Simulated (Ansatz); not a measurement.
The system is Sn.

```xyz
1
Lattice="-1.8947 1.8947 1.8947 1.8947 -1.8947 1.8947 1.8947 1.8947 -1.8947" Properties=species:S:1:pos:R:3 pbc="T T T"
Sn    0.0000    0.0000    0.0000
```

This isn't the form of Sn at room conditions, which is tetragonal (white tin).

Base run:

* Program: Ansatz 0.2.0
* Functional: r2SCAN
* Potentials or basis: Ansatz PAW
* Cutoff: 500 eV
* Density cutoff: 2000 eV
* k mesh: 7 × 7 × 7
* Occupations: fermi-dirac, width 0.05 eV
* Spin: spin-orbit coupling, no magnetisation

Its results: band gap on the k mesh none (metal or under the smearing width); pressure -0.1 GPa.

Question: The run is repeated on the same cell with these changes: k mesh from 7 × 7 × 7 to 10 × 10 × 10. What comes out?

Answer: Band gap on the k mesh none (metal or under the smearing width); pressure -0.7 GPa.

Caveats: the PAW data sets come from PBE, with cores solved anew for the run's functional, which leaves a small shift of forces and pressure.

Not every run made on this cell is shown here.
